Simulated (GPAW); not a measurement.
A run of GPAW 26.7.0 is set up as follows.

File run.py:

```python
from ase.dft.bandgap import bandgap
from ase.io import read, write
from ase.units import GPa
from gpaw import GPAW, PW

atoms = read('Mo.xyz')

calc = GPAW(mode=PW(600),
            xc='MGGA_X_R2SCAN+MGGA_C_R2SCAN',
            kpts={'size': (12, 12, 12), 'gamma': True},
            occupations={'name': 'fermi-dirac', 'width': 0.05},
            nbands=16,
            convergence={'density': 1e-05, 'energy': 1e-05},
            maxiter=150,
            txt='gpaw.txt')
atoms.calc = calc
energy = atoms.get_potential_energy()
forces = atoms.get_forces()
stress = atoms.get_stress()
calc.write('gs.gpw')
write('result.traj', atoms)
print(f'Energy: {energy:.6f} eV')
print('Forces (eV/A):')
print(forces.round(4))
print('Stress (GPa):', (stress / GPa).round(3))
print('Fermi level:', round(calc.get_fermi_level(), 4), 'eV')
print(f'Gap: {bandgap(calc)[0]:.4f} eV, direct: {bandgap(calc, direct=True)[0]:.4f} eV')

path = atoms.cell.bandpath('GHNGPH,PN', npoints=60, eps=1e-4)
bs_calc = calc.fixed_density(kpts=path, symmetry='off', nbands=24,
                             convergence={'bands': 'CBM+6.0', 'eigenstates': 1e-6}, txt='bands.txt')
bs = bs_calc.band_structure()
bs.write('bs.json')
print(f'Gap on the path: {bandgap(bs_calc)[0]:.4f} eV')
```

The input Mo.xyz:

```xyz
1
Lattice="-1.5838089719 1.5838089719 1.5838089719 1.5838089719 -1.5838089719 1.5838089719 1.5838089719 1.5838089719 -1.5838089719" Properties=species:S:1:pos:R:3 pbc="T T T"
Mo     0.0000000000      0.0000000000      0.0000000000
```

Potentials or basis: GPAW PAW data sets (gpaw-data 1.2.1), pw.

The run is started by

```bash
$ OMP_NUM_THREADS=1 python run.py
```

Question: Estimate the pressure.

Answer: -3.6 GPa.

Question: What does it give for the band gap along the path?

Answer: None (metal or under the smearing width).

Levels at the corners of the path, in eV from the Fermi level:
```
point  band 3  band 4  band 5  band 6  band 7  band 8  band 9  band 10
    Γ  -35.82  -35.82   -7.51   -1.37   -1.37   -1.37    1.86     1.86
    H  -36.78  -36.78   -5.42   -5.42    4.00    4.00    4.00     9.42
    N  -36.26  -35.83   -5.40   -3.45    1.53    1.83    2.50     4.76
    Γ  -35.82  -35.82   -7.51   -1.37   -1.37   -1.37    1.86     1.86
    P  -36.52  -36.52   -2.74   -2.74   -2.74    2.63    2.63    10.24
    H  -36.78  -36.78   -5.42   -5.42    4.00    4.00    4.00     9.42
    P  -36.52  -36.52   -2.74   -2.74   -2.74    2.63    2.63    10.24
    N  -36.26  -35.83   -5.40   -3.45    1.53    1.83    2.50     4.76
```

Caveat: the PAW data sets were made with another functional, which shifts forces and pressure a little.
